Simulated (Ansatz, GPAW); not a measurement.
# MgTe (110), 8 units: converging a work function, part 3 of 3

Aim: the settings at which the work function of MgTe (110), 8 units stops moving. Where a layer proves gapped, the work function hangs on where the smearing puts the Fermi level, and the band edges take its place.

GPAW 26.7.0 and Ansatz 0.2.0; Ansatz plane waves; layer without images along its normal, relaxation of atoms and in-plane cell (the session's first sound run).

So far, upper work function (eV): step 3 (the slab's potential) 4.40; step 6 (cutoff 700 eV) 4.41; step 9 (k mesh 9×8) 4.38.

### Step 10. Scheme Methfessel-Paxton of order 0 (Gaussian), smearing 0.2

Level of this step: GPAW, PAW setups; slab in vacuum (GPAW).

Smearing changes the occupations near the Fermi level, and with them the level itself. Smearing helps the SCF of a metal converge, but it blurs occupations at band edges near the Fermi level.

File run.py:

```python
import json
import numpy as np
from ase import Atoms
from gpaw import GPAW, PW

slab = Atoms(
    ['Mg', 'Te', 'Mg', 'Te', 'Mg', 'Te', 'Mg', 'Te', 'Mg', 'Te', 'Mg', 'Te', 'Mg', 'Te', 'Mg', 'Te'],
    positions=[
        [2.29162, 3.64536, 9.75362],
        [0.00000, 4.94678, 9.00000],
        [0.00000, -0.09698, 11.37744],
        [2.29162, 1.54052, 11.54832],
        [2.29162, 3.16890, 13.85650],
        [0.00000, 4.81269, 13.75345],
        [0.00000, -0.08414, 16.07455],
        [2.29162, 1.54757, 16.14578],
        [2.29162, 3.16264, 18.45841],
        [0.00000, 4.79435, 18.38718],
        [-0.00000, -0.07788, 20.67646],
        [2.29162, 1.56591, 20.77951],
        [2.29162, 3.14980, 23.15552],
        [-0.00000, 4.78730, 22.98464],
        [0.00000, 0.39858, 24.77933],
        [2.29162, 1.70000, 25.53295]],
    cell=[[4.58325, 0.0, -0.0], [0.0, 6.49356, 0.0], [-0.0, 0.0, 34.533]],
    pbc=[True, True, False])

slab.calc = GPAW(mode=PW(400), xc='PBE', kpts={'size': (6, 5, 1), 'gamma': True},
                 occupations={'name': 'methfessel-paxton', 'width': 0.2}, nbands='200%',
                 convergence={'density': 1e-05}, maxiter=200,
                 poissonsolver={'dipolelayer': 'xy'},
                 symmetry={'tolerance': 1e-3}, txt='slab.txt')
result = {}
energy = slab.get_potential_energy()
fermi = slab.calc.get_fermi_level()
v = slab.calc.get_electrostatic_potential().mean((0, 1)) - fermi
n = slab.calc.get_pseudo_density().mean((0, 1))
L = slab.cell[2, 2]
z = np.arange(len(v)) * L / len(v)
low, high = slab.positions[:, 2].min(), slab.positions[:, 2].max()
below, above = np.interp([low - 6.8, high + 6.8], z, v)
slopes = [np.interp(x, z, np.gradient(v, z)) for x in (low - 6.8, high + 6.8)]
eps = np.array([[slab.calc.get_eigenvalues(k, s) for k in range(len(slab.calc.get_ibz_k_points()))]
                for s in range(slab.calc.get_number_of_spins())]) - fermi
top, bottom = eps[eps < 0].max(), eps[eps > 0].min()
dipole = slab.get_dipole_moment()[2]
print(f'energy {energy:.4f} eV, Fermi level {fermi:.4f} eV, dipole {dipole:.5f} e A')
print(f'potential 6.8 A off the faces, from the Fermi level: lower {below:.4f} eV, upper {above:.4f} eV')
print(f'slope of the potential there: lower {slopes[0]:.5f}, upper {slopes[1]:.5f} eV/A')
print(f'nearest levels on the mesh: {top:.4f} and {bottom:.4f} eV')
print('magnetic moment', round(slab.get_magnetic_moment(), 3))
result.update(energy=energy, fermi=fermi, dipole=dipole, below=below, above=above, slopes=slopes, edges=[top, bottom],
              z=z.tolist(), v=v.tolist(), n=n.tolist(), positions=slab.positions.tolist(),
              forces=slab.get_forces(apply_constraint=False).tolist(), moments=slab.get_magnetic_moments().tolist())
json.dump(result, open('result.json', 'w'))
```

The run is started by

```
$ OMP_NUM_THREADS=1 OPENBLAS_NUM_THREADS=1 python run.py
```

The program printed:

```text
energy -51.0105 eV, Fermi level -0.3884 eV, dipole -0.00391 e A
potential 6.8 A off the faces, from the Fermi level: lower 4.5412 eV, upper 4.5412 eV
slope of the potential there: lower 0.00009, upper -0.00009 eV/A
nearest levels on the mesh: -1.2657 and 1.1746 eV
magnetic moment 0.0
```

The job ended after 29 min (1 thread of Arm Neoverse N1, shared host; peak memory 0.97 GiB).

This step gave:

* levels nearest the Fermi level on the mesh: -1.266, 1.175 eV from the Fermi level
* upper work function: 4.541 eV
* lower work function: 4.541 eV

The highest filled level lies 1.27 eV under the Fermi level, so the ionisation energy from the upper face is 4.541 + 1.27 = 5.807 eV, against 5.807 eV in the base run.

### Step 11. Cost and result by level

Times are for 1 thread of Arm Neoverse N1, shared host. Results by setting:

```csv
no.,run,upper ionisation energy (eV),time,memory (GiB)
1,pw,5.807,30 min,0.96
2,cutoff 700,5.807,71 min,2.0
3,k mesh 9×8,5.807,62 min,1.6
4,"scheme Methfessel-Paxton of order 0 (Gaussian), smearing 0.2",5.807,29 min,0.97
```

### Step 12. Without the dipole layer

The dipole layer is taken out and the cell repeats along the normal.

Edit run.py of step 10 so:

```diff
@@ -25,8 +25,7 @@
     cell=[[4.58325, 0.0, -0.0], [0.0, 6.49356, 0.0], [-0.0, 0.0, 34.533]],
-    pbc=[True, True, False])
+    pbc=[True, True, True])
 
 slab.calc = GPAW(mode=PW(400), xc='PBE', kpts={'size': (6, 5, 1), 'gamma': True},
-                 occupations={'name': 'methfessel-paxton', 'width': 0.2}, nbands='200%',
+                 occupations={'name': 'fermi-dirac', 'width': 0.05}, nbands='200%',
                  convergence={'density': 1e-05}, maxiter=200,
-                 poissonsolver={'dipolelayer': 'xy'},
                  symmetry={'tolerance': 1e-3}, txt='slab.txt')
```

The program printed:

```text
energy -51.0105 eV, Fermi level -0.2442 eV, dipole -0.00391 e A
potential 6.8 A off the faces, from the Fermi level: lower 4.3971 eV, upper 4.3971 eV
slope of the potential there: lower 0.00009, upper -0.00009 eV/A
nearest levels on the mesh: -1.4098 and 1.0305 eV
magnetic moment 0.0
```

Run time: 30 min. Hardware: 1 thread; peak memory 0.96 GiB.

The setting was moved on purpose (dipole = false and pbc_z = true), yet the results that both runs give agree within 1 %.

The two runs compared:

| quantity | this run | sound run | difference |
| --- | --- | --- | --- |
| dipole along the normal (e·Å) | -0.0039120 | -0.0039149 | 2.8e-6 |
| upper work function (eV) | 4.3971 | 4.3971 | -9.4e-6 |
| lower work function (eV) | 4.3971 | 4.3971 | -5.5e-6 |
| upper ionisation energy (eV) | 5.8069 | 5.8069 | -8.5e-6 |

### Step 13. Side by side

Results and costs are gathered.

This step: comparison of work functions, dipole and cost (GPAW 26.7.0).

Ladder, by row:

```csv
step,code,"work function, upper (eV)","work function, lower (eV)",dipole (e Å),wall time (s),peak memory (GiB),threads
pw,GPAW,4.397,4.397,-0.003915,1803,0.96,1
ecut200,GPAW,4.395,4.395,-0.003904,482.7,0.41,1
ecut300,GPAW,4.381,4.381,-0.003914,1022,0.67,1
ecut700,GPAW,4.407,4.407,-0.003914,4285,2.03,1
k2,GPAW,4.433,4.433,-0.003911,613.2,0.62,1
k4,GPAW,4.421,4.421,-0.003916,917.1,0.7,1
k9,GPAW,4.382,4.382,-0.003915,3723,1.55,1
smear,GPAW,4.541,4.541,-0.003915,1758,0.97,1
nodip,GPAW,4.397,4.397,-0.003912,1803,0.96,1
```

### Step 14. Outcome

```
work function, both faces (Fermi level placed in the gap by the smearing)        : 4.40 eV
ionisation energy from the upper face (highest filled level on the mesh)         : 5.81 eV
electron affinity from the upper face (lowest empty Kohn-Sham level on the mesh) : 3.37 eV
dipole along the normal                                                          : -0.00391 e Å
```

**Reading.** With plane waves and PBE the ionisation energy from the upper face is 5.81 eV and the Kohn-Sham electron affinity 3.37 eV. The levels nearest the Fermi level on the mesh lie 2.44 eV apart, so the slab is gapped there: the smearing puts the Fermi level inside the gap, and from either face the ionisation energy is the work function plus 1.4 eV. Both are Kohn-Sham levels on the mesh, and semilocal gaps are too small, so the affinity tends to come out too large and the ionisation energy too small. Work functions of a gapped slab move with the place of the Fermi level in the gap; over the runs without a planted fault the highest filled level on the mesh lies 5.74 (k2) to 5.81 eV (k9) under the upper vacuum level. With elements this heavy, spin-orbit coupling can move band edges by tenths of an eV. The layer's cell and atoms come from the relaxation; spin-orbit coupling and temperature are left out.

[Logs are printed without paths, hosts, clocks, repeated set-up lines and the standing remarks that a program may print on its own settings, such as how far it seeks lower states.]

[Hosts, paths, dates, database ids (printed as entryN), source tags and the programs' standing remarks are cut or masked in the printed files.]
